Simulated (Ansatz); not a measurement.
Moving the functional in CuI

Symmetry: F-43m, No. 216, cubic system. Conventional cell: a = 6.063 Å, b = 6.063 Å, c = 6.063 Å, α = 90.00°, β = 90.00°, γ = 90.00°. Around I (site symmetry -43m) lie 4 Cu at 2.63 Å. Cu (site symmetry -43m) has 4 I at 2.63 Å as nearest neighbours.

Kept alike: task single point; k mesh 6 × 6 × 6; occupations fermi-dirac, width 0.05 eV; no spin polarisation. Program: Ansatz, PAW datasets made for the crystal. Cutoffs run from 220 to 290 eV. The mesh is that of the run's cell of 2 atoms. No spin-orbit coupling.

| functional | band gap (eV) |
| --- | --- |
| HSE06 | 2.627 |
| PBE | 1.121 |
| PBE0 | 3.290 |

Spin-orbit coupling, left out here, moves the band edges of heavy atoms and can close or invert small gaps. A gap read on the mesh alone can miss an edge between its points.

The band gap runs from 1.121 (PBE) to 3.290 eV (PBE0). From PBE: HSE06 +1.506; PBE0 +2.169.
